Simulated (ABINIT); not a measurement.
# LiCl (Fm-3m): G0W0 with ABINIT, start to end, part 2 of 3

Aim: the G0W0 gap of LiCl (Fm-3m) on PBE, step by step.

ABINIT 10.8.3; PBE and many-body steps on it, plane waves. Known limits of the many-body steps: not at the basis limit; coarse k mesh.

So far. Step 2 (Ground state): The gap is direct, at Γ.

**3. Bands along the symmetry lines**

Level of this step: DFT, PBE, plane waves, norm-conserving pseudopotentials (ABINIT).

The cheap functional maps the bands first; the places of the edges decide which points the dearer methods must see.

Input file run.abi:

```
acell 3*1.0 Angstrom
rprim 
  0.000000000000 2.571500000000 2.571500000000
  2.571500000000 0.000000000000 2.571500000000
  2.571500000000 2.571500000000 -0.000000000000
ntypat 2
znucl 3 17
natom 2
typat 1 2
xred 
  0.000000000000 0.000000000000 0.000000000000
  0.500000000000 0.500000000000 0.500000000000
pp_dirpath "pseudos"
pseudos "Li.upf, Cl.upf"
ecut 33
iscf -2
irdden 1
kptopt 0
nkpt 50
kpt 
  0.00000000 0.00000000 0.00000000
  0.06250000 0.00000000 0.06250000
  0.12500000 0.00000000 0.12500000
  0.18750000 0.00000000 0.18750000
  0.25000000 0.00000000 0.25000000
  0.31250000 0.00000000 0.31250000
  0.37500000 0.00000000 0.37500000
  0.43750000 0.00000000 0.43750000
  0.50000000 0.00000000 0.50000000
  0.51562500 0.03125000 0.51562500
  0.53125000 0.06250000 0.53125000
  0.54687500 0.09375000 0.54687500
  0.56250000 0.12500000 0.56250000
  0.57812500 0.15625000 0.57812500
  0.59375000 0.18750000 0.59375000
  0.60937500 0.21875000 0.60937500
  0.62500000 0.25000000 0.62500000
  0.37500000 0.37500000 0.75000000
  0.32812500 0.32812500 0.65625000
  0.28125000 0.28125000 0.56250000
  0.23437500 0.23437500 0.46875000
  0.18750000 0.18750000 0.37500000
  0.14062500 0.14062500 0.28125000
  0.09375000 0.09375000 0.18750000
  0.04687500 0.04687500 0.09375000
  0.00000000 0.00000000 0.00000000
  0.06250000 0.06250000 0.06250000
  0.12500000 0.12500000 0.12500000
  0.18750000 0.18750000 0.18750000
  0.25000000 0.25000000 0.25000000
  0.31250000 0.31250000 0.31250000
  0.37500000 0.37500000 0.37500000
  0.43750000 0.43750000 0.43750000
  0.50000000 0.50000000 0.50000000
  0.50000000 0.46875000 0.53125000
  0.50000000 0.43750000 0.56250000
  0.50000000 0.40625000 0.59375000
  0.50000000 0.37500000 0.62500000
  0.50000000 0.34375000 0.65625000
  0.50000000 0.31250000 0.68750000
  0.50000000 0.28125000 0.71875000
  0.50000000 0.25000000 0.75000000
  0.50000000 0.21875000 0.71875000
  0.50000000 0.18750000 0.68750000
  0.50000000 0.15625000 0.65625000
  0.50000000 0.12500000 0.62500000
  0.50000000 0.09375000 0.59375000
  0.50000000 0.06250000 0.56250000
  0.50000000 0.03125000 0.53125000
  0.50000000 0.00000000 0.50000000
istwfk *1
nband 12
nbdbuf 2
tolwfr 1e-08
nstep 40
prtwf 0
prtvol 0
indata_prefix "in"
outdata_prefix "out"
tmpdata_prefix "tmp"
```

Run with:

```
> OMP_NUM_THREADS=1 mpirun -n 4 abinit run.abi > log
```

Numbers of over 12 decimals in the logs are rounded to 6 here.

The program printed:

```text
.Version 10.8.3 of ABINIT. v10.8.2 released Aug 2026.

 Symmetries : space group Fm -3 m (#225); Bravais cF (face-center cubic)
[... echo of the input left out ...]
== DATASET  1 ==================================================================
-   mpi_nproc: 4, omp_nthreads: 1 (-1 if OMP is not activated)

--- !DatasetInfo
iteration_state: {dtset: 1, }
dimensions: {natom: 2, nkpt: 50, mband: 12, nsppol: 1, nspinor: 1, nspden: 1, mpw: 2120, }
cutoff_energies: {ecut:  33.0, pawecutdg:  -1.0, }
electrons: {nelect:   1.00000000E+01, charge:   0.00000000E+00, occopt:   1.00000000E+00, tsmear:   1.00000000E-02, }

 Real(R)+Recip(G) space primitive vectors, cartesian coordinates (Bohr,Bohr^-1):
 R(1)=  0.0000000  4.8594307  4.8594307  G(1)= -0.1028927  0.1028927  0.1028927
 R(2)=  4.8594307  0.0000000  4.8594307  G(2)=  0.1028927 -0.1028927  0.1028927
 R(3)=  4.8594307  4.8594307  0.0000000  G(3)=  0.1028927  0.1028927 -0.1028927
 Unit cell volume ucvol=  2.2950185E+02 bohr^3
 Angles (23,13,12)=  6.00000000E+01  6.00000000E+01  6.00000000E+01 degrees

 getcut: wavevector=  0.0000  0.0000  0.0000  ngfft=  36  36  36
         ecut(hartree)=     33.000   => boxcut(ratio)=   2.02572

--- Pseudopotential description ------------------------------------------------
- Li Generated using ONCVPSP code by D. R. Hamann
-  3.00000   3.00000  171031                  znucl, zion, pspdat
12 -101130 1 -1 1944                          pspcod,pspxc,lmax,lloc,mmax
     nproj     2     2     0
  pspatm : epsatm=    2.74360059
         --- l  ekb(1:nproj) -->
             0   -4.951544   -1.544797
             1   -2.250661   -0.474685
 pspatm: atomic psp has been read  and splines computed

- Cl Generated using ONCVPSP code by D. R. Hamann
- 17.00000   7.00000  171031                  znucl, zion, pspdat
12 -101130 2 -1 1028                          pspcod,pspxc,lmax,lloc,mmax
     nproj     2     2     2
  pspatm : epsatm=    9.12776517
         --- l  ekb(1:nproj) -->
             0    8.139296    0.698720
[...]
pspatm: atomic psp has been read  and splines computed

--------------------------------------------------------------------------------

================================================================================
 prteigrs : about to open file out_EIG
 Non-SCF case, kpt    1 (  0.00000  0.00000  0.00000), residuals and eigenvalues=
  7.59E-09  8.36E-09  1.27E-09  2.31E-09  4.16E-09  2.35E-09  2.81E-09  7.13E-09
  5.07E-09  9.38E-09  3.77E-07  7.03E-09
 -1.5911E+00 -4.8424E-01  7.0745E-03  7.0745E-03  7.0745E-03  2.3803E-01
  4.4044E-01  4.4044E-01  4.4044E-01  5.3331E-01  5.3331E-01  5.3967E-01
 Non-SCF case, kpt    2 (  0.06250  0.00000  0.06250), residuals and eigenvalues=
  1.43E-09  9.90E-09  5.66E-09  2.50E-09  6.81E-09  2.65E-09  6.33E-09  5.57E-09
  8.89E-09  2.55E-09  2.54E-04  1.50E-08
 -1.5911E+00 -4.8330E-01  2.4519E-03  5.3341E-03  5.3341E-03  2.4486E-01
[...]
Non-SCF case, kpt    3 (  0.12500  0.00000  0.12500), residuals and eigenvalues=
  5.79E-09  2.21E-09  4.95E-09  1.85E-09  9.78E-09  9.51E-09  8.46E-09  2.46E-09
  4.86E-09  9.08E-09  1.00E-05  6.32E-09
[...]
Non-SCF case, kpt   49 (  0.50000  0.03125  0.53125), residuals and eigenvalues=
[...]
Non-SCF case, kpt   50 (  0.50000  0.00000  0.50000), residuals and eigenvalues=
[...]
-1.5910E+00 -4.5496E-01 -9.7790E-02 -3.2782E-02 -3.2782E-02  2.9430E-01
  3.1055E-01  4.6171E-01  5.2386E-01  5.2386E-01  6.1356E-01  6.6566E-01

--- !ResultsGS
iteration_state: {dtset: 1, }
comment   : Summary of ground state results
lattice_vectors:
- [  0.0000000,   4.8594307,   4.8594307, ]
- [  4.8594307,   0.0000000,   4.8594307, ]
- [  4.8594307,   4.8594307,  -0.0000000, ]
lattice_lengths: [   6.87227,    6.87227,    6.87227, ]
lattice_angles: [ 60.000,  60.000,  60.000, ] # degrees, (23, 13, 12)
lattice_volume:   2.2950185E+02
convergence: {deltae:  0.000E+00, res2:  0.000E+00, residm:  9.936E-09, diffor:  0.000E+00, }
etotal    :  -2.37369020E+01
entropy   :   0.00000000E+00
fermie    :   7.07449410E-03
cartesian_stress_tensor: null
pressure_GPa: null
xred      :
- [  0.0000E+00,   0.0000E+00,   0.0000E+00, Li]
- [  5.0000E-01,   5.0000E-01,   5.0000E-01, Cl]
cartesian_forces: null
force_length_stats: {min: null, max: null, mean: null, }

 Integrated electronic density in atomic spheres:
 ------------------------------------------------
 Atom  Sphere_radius  Integrated_density
[...]
================================================================================

 ----iterations are completed or convergence reached----

 Mean square residual over all n,k,spin=   47.201E-10; max=  99.356E-10
 reduced coordinates (array xred) for    2 atoms
       0.000000000000      0.000000000000      0.000000000000
       0.500000000000      0.500000000000      0.500000000000

 cartesian coordinates (angstrom) at end:
[...]
length scales=  1.889726125908  1.889726125908  1.889726125908 bohr
              =  1.000000000000  1.000000000000  1.000000000000 angstroms
 prteigrs : about to open file out_EIG
 Eigenvalues (hartree) for nkpt=  50  k points:
 kpt#   1, nband= 12, wtk=  1.00000, kpt=  0.0000  0.0000  0.0000 (reduced coord)
[...]
kpt#   2, nband= 12, wtk=  1.00000, kpt=  0.0625  0.0000  0.0625 (reduced coord)
[...]
kpt#   3, nband= 12, wtk=  1.00000, kpt=  0.1250  0.0000  0.1250 (reduced coord)
[...]
kpt#  49, nband= 12, wtk=  1.00000, kpt=  0.5000  0.0313  0.5313 (reduced coord)
  -1.59101   -0.45498   -0.09730   -0.03362   -0.03273    0.29540    0.31216    0.46020
   0.51564    0.52487    0.62135    0.66518
 kpt#  50, nband= 12, wtk=  1.00000, kpt=  0.5000  0.0000  0.5000 (reduced coord)
  -1.59101   -0.45496   -0.09779   -0.03278   -0.03278    0.29430    0.31055    0.46171
   0.52386    0.52386    0.61356    0.66566

== END DATASET(S) ==============================================================
================================================================================

 -outvars: echo values of variables after computation  --------
            nband          12
             nkpt          50
          spgroup         225
 [... the other variables as echoed above ...]

 Calculation completed.
```

The job ended after 17 s (4 MPI ranks of AMD EPYC 7571, shared host; peak memory 0.29 GiB; 66 s of CPU time).

Numbers from this step:

| Item | Value |
| --- | --- |
| gap | 6.282 eV |
| k of the valence top | 0.0469, 0.0469, 0.0938 |
| k of the conduction bottom | 0, 0, 0 |
| least direct gap | 6.285 eV |

The gap is 6.282 eV, −0.002 eV from the run before at this level.

The electronic bands at the labelled points (eV, zero at the top of the highest filled band; v1 is the highest filled band, c1 the lowest empty one):

```
    point      v4     v3     v2     v1    c1     c2     c3     c4
        Γ  -13.37   0.00   0.00   0.00  6.28  11.79  11.79  11.79
  halfway  -13.01  -1.49  -0.58  -0.58  8.48   9.49   9.68  12.42
        X  -12.57  -2.86  -1.09  -1.09  7.81   8.26  12.37  14.06
  halfway  -12.58  -2.75  -1.31  -1.01  7.94   8.69  12.06  13.04
        U  -12.60  -2.45  -1.76  -0.82  8.04   9.86  11.37  11.65
jump to K  -12.60  -2.45  -1.76  -0.82  8.04   9.86  11.37  11.65
  halfway  -13.00  -1.69  -0.85  -0.09  7.91  10.03  10.29  10.78
        Γ  -13.37   0.00   0.00   0.00  6.28  11.79  11.79  11.79
  halfway  -13.11  -1.56  -0.14  -0.14  7.18  10.60  10.60  10.89
        L  -12.81  -2.78  -0.25  -0.25  6.74   9.43   9.43  12.89
  halfway  -12.70  -2.51  -1.29  -0.57  8.17   9.25  10.46  11.65
        W  -12.58  -2.09  -2.09  -1.05  9.46  10.08  10.36  10.36
  halfway  -12.58  -2.65  -1.42  -1.07  8.29   8.90  11.76  12.07
        X  -12.57  -2.86  -1.09  -1.09  7.81   8.26  12.37  14.06
```

The electronic bands as a text plot (rows in eV, shown from -8.0 to 11.9 only):

```
   11.5 |++++     +      ++      +++++++++++ ++       ++    ++
   10.6 |  +++             ++++++++++    ++++         +++++++
    9.8 |    +++++       ++   +++            +++++++++   ++++
    9.0 |       ++     ++                           +++++  ++++
    8.2 |     +++++++++++++++++++                     +      ++++
    7.3 |  +++                   ++++      +++++    ++
    6.5 |++                          ++++++     ++++
    5.7 |
    4.8 |
    4.0 |
    3.2 |
    2.4 |
    1.5 |
    0.7 |
   -0.1 |*****              **************************
   -1.0 |    ***************  *******      *        *************
   -1.8 |     ****      *********           ***        *******
   -2.6 |         *********                    **********  ******
   -3.4 |
   -4.3 |
   -5.1 |
   -5.9 |
   -6.8 |
   -7.6 |
         Γ           X  U|K            Γ         L        W     X
```

**4. Empty states on the mesh, 4×4×4 mesh, 169 bands**

The sums over transitions need many empty states on a uniform mesh; this step solves for them.

Input file run.abi:

```
acell 3*1.0 Angstrom
rprim 
  0.000000000000 2.571500000000 2.571500000000
  2.571500000000 0.000000000000 2.571500000000
  2.571500000000 2.571500000000 -0.000000000000
ntypat 2
znucl 3 17
natom 2
typat 1 2
xred 
  0.000000000000 0.000000000000 0.000000000000
  0.500000000000 0.500000000000 0.500000000000
pp_dirpath "pseudos"
pseudos "Li.upf, Cl.upf"
ecut 33
ngkpt 4 4 4
nshiftk 1
shiftk 0 0 0
kptopt 1
chksymbreak 0
irdden 1
istwfk *1
nband 169
prtvol 0
optdriver 6
gwr_task "HDIAGO"
paral_kgb 0
occopt 1
indata_prefix "in"
outdata_prefix "out"
tmpdata_prefix "tmp"
```

The program printed:

```text
[banner, memory and clock lines left out]
.Version 10.8.3 of ABINIT. v10.8.2 released Aug 2026.

 Symmetries : space group Fm -3 m (#225); Bravais cF (face-center cubic)
[... echo of the input left out ...]
== DATASET  1 ==================================================================
-   mpi_nproc: 4, omp_nthreads: 1 (-1 if OMP is not activated)

--- !DatasetInfo
iteration_state: {dtset: 1, }
dimensions: {natom: 2, nkpt: 8, mband: 169, nsppol: 1, nspinor: 1, nspden: 1, mpw: 2120, }
cutoff_energies: {ecut:  33.0, pawecutdg:  -1.0, }
electrons: {nelect:   1.00000000E+01, charge:   0.00000000E+00, occopt:   1.00000000E+00, tsmear:   1.00000000E-02, }

.Using double precision arithmetic; gwpc =  8

- Reading GS density from: in_DEN

--- Pseudopotential description ------------------------------------------------
- Li Generated using ONCVPSP code by D. R. Hamann
-  3.00000   3.00000  171031                  znucl, zion, pspdat
12 -101130 1 -1 1944                          pspcod,pspxc,lmax,lloc,mmax
     nproj     2     2     0
  pspatm : epsatm=    2.74360059
         --- l  ekb(1:nproj) -->
             0   -4.951544   -1.544797
             1   -2.250661   -0.474685
 pspatm: atomic psp has been read  and splines computed

- Cl Generated using ONCVPSP code by D. R. Hamann
- 17.00000   7.00000  171031                  znucl, zion, pspdat
12 -101130 2 -1 1028                          pspcod,pspxc,lmax,lloc,mmax
     nproj     2     2     2
  pspatm : epsatm=    9.12776517
         --- l  ekb(1:nproj) -->
             0    8.139296    0.698720
             1    3.821713    1.107519
             2   -2.938609   -0.805455
 pspatm: atomic psp has been read  and splines computed

   1.18713658E+02                                ecore*ucvol(ha*bohr**3)

 Total charge density [el/Bohr^3]
)     Maximum=    2.7819E+00  at reduced coord.    0.0000    0.0000    0.0000
)     Minimum=    3.4706E-03  at reduced coord.    0.2500    0.2500    0.2500
   Integrated=    1.0000E+01

 === KS gaps after direct diagonalization ===
 Direct band gap semiconductor
 Fundamental gap:     6.285 (eV)
   VBM:     0.193 (eV) at k: [ 0.0000E+00,  0.0000E+00,  0.0000E+00]
   CBM:     6.477 (eV) at k: [ 0.0000E+00,  0.0000E+00,  0.0000E+00]
 Direct gap:         6.285 (eV) at k: [ 0.0000E+00,  0.0000E+00,  0.0000E+00]

== END DATASET(S) ==============================================================

 -outvars: echo values of variables after computation  --------
           etotal      0.0000000000E+00
            nband         169
             nkpt           8
          spgroup         225
 [... the other variables as echoed above ...]

 Calculation completed.
```

Elapsed: 28 s, on 4 MPI ranks; peak memory 1.2 GiB.

This step gave:

```
gap                                                           : 6.285 eV
k of the valence top                                          : 0, 0, 0
k of the conduction bottom                                    : 0, 0, 0
least direct gap                                              : 6.285 eV
k points computed                                             : 8
lowest point of the top converged band, above the valence top : 147.8339 eV
```

On this mesh the gap is 6.285 eV.

**5. Screening, 4×4×4 mesh, 161 bands, screening to 217.7 eV**

The RPA dielectric matrix is built and inverted for each q.

This step: RPA screening on PBE, plane waves, norm-conserving pseudopotentials.

Edit run.abi of step 4 so:

```diff
@@ -20,10 +20,11 @@
 chksymbreak 0
-irdden 1
 istwfk *1
-nband 169
-prtvol 0
-optdriver 6
-gwr_task "HDIAGO"
-paral_kgb 0
 occopt 1
+irdwfk 1
+optdriver 3
+nband 161
+ecuteps 8
+inclvkb 2
+awtr 1
+symchi 1
 indata_prefix "in"
```

The program printed:

```text
.Version 10.8.3 of ABINIT. v10.8.2 released Aug 2026.

 Symmetries : space group Fm -3 m (#225); Bravais cF (face-center cubic)
[... echo of the input left out ...]
== DATASET  1 ==================================================================
-   mpi_nproc: 4, omp_nthreads: 1 (-1 if OMP is not activated)

--- !DatasetInfo
iteration_state: {dtset: 1, }
dimensions: {natom: 2, nkpt: 8, mband: 161, nsppol: 1, nspinor: 1, nspden: 1, mpw: 2120, }
cutoff_energies: {ecut:  33.0, pawecutdg:  -1.0, }
electrons: {nelect:   1.00000000E+01, charge:   0.00000000E+00, occopt:   1.00000000E+00, tsmear:   1.00000000E-02, }

 SCREENING: Calculation of the susceptibility and dielectric matrices

 Based on a program developped by R.W. Godby, V. Olevano, G. Onida, and L. Reining.
 Incorporated in ABINIT by V. Olevano, G.-M. Rignanese, and M. Torrent.
.Using double precision arithmetic ; gwpc =  8

[... cell and pseudopotentials left out ...]
--------------------------------------------------------------------------------

 ==== K-mesh for the wavefunctions ====
 Number of points in the irreducible wedge :     8
[... list of points left out ...]
 Together with 48 symmetry operations and time-reversal symmetry
 yields    64 points in the full Brillouin Zone.

 ==== Q-mesh for the screening function ====
 Number of points in the irreducible wedge :     8
[... list of points left out ...]
 Together with 48 symmetry operations and time-reversal symmetry
 yields    64 points in the full Brillouin Zone.

 setmesh: FFT mesh size selected  =    27x   27x   27
          total number of points  =        19683

 vcoul_init : cutoff-mode = AUXILIARY_FUNCTION
 q-points for optical limit:   1
     1)      0.000010    0.000020    0.000030

- screening: taking advantage of time-reversal symmetry
- Maximum band index for partially occupied states nbvw = 5
- Remaining bands to be divided among processors   nbcw = 156
- Number of bands treated by each node ~39

 Number of electrons calculated from density =   10.0000; Expected =   10.0000
 average of density, n =  0.043573
 r_s =    1.7629
 omega_plasma =   20.1355 [eV]

 calculating chi0 at frequencies [eV] :
  1    0.000000E+00    0.000000E+00
  2    0.000000E+00    2.013550E+01

--------------------------------------------------------------------------------
  q-point number  1        q = ( 0.000000, 0.000000, 0.000000) [r.l.u.]
--------------------------------------------------------------------------------
[... chi0 elements left out ...]
 For q-point:  0.000010 0.000020 0.000030
  dielectric constant =   2.8369
  dielectric constant without local fields =   3.3396

  Average fulfillment of the sum rule on Im[epsilon] for q-point    1 :     86.97  [%]
[... wings left out ...]
  q-point number  2        q = ( 0.250000, 0.000000, 0.000000) [r.l.u.]
--------------------------------------------------------------------------------
[... chi0 elements left out ...]
  Average fulfillment of the sum rule on Im[epsilon] for q-point    2 :     90.38  [%]

 [... 6 further q-points ...]
```

The job ended after 43 s (4 MPI ranks; peak memory 0.83 GiB; 2.8 min of CPU time).

This step gave:

```
ε∞ with local fields, on this mesh, along the program's q direction : 2.837
the same without local fields                                       : 3.340
plasma frequency                                                    : 20.14 eV
plane waves in the screening matrix                                 : 259
```

Local fields lower ε∞ by 15 %. On a Γ-centred mesh this coarse the value itself is usually too large, while a short band sum pulls it down.

[end of part 2 of 3]

[Paths, hosts, dates, memory and timing lines, banners, echoed tables and standing remarks are left out of the program output.]

[Logs are printed without paths, hosts, clocks, repeated set-up lines and the standing remarks that a program may print on its own settings, such as how far it seeks lower states.]

[Runs of the session that timed out or met a known fault of the program may be left out.]

[Hosts, paths, dates, database ids (printed as entryN), source tags and the programs' standing remarks are cut or masked in the printed files.]

[G0W0 gaps are taken among the corrected bands and points alone; a level outside them can change the order at an edge.]

[Where Ansatz stands beside ABINIT at settings called matched, ABINIT's density can come from a denser mesh and the files from another edition; pairs whose starting gaps differed by over 0.03 eV were left out, so agreement reads better than it is.]
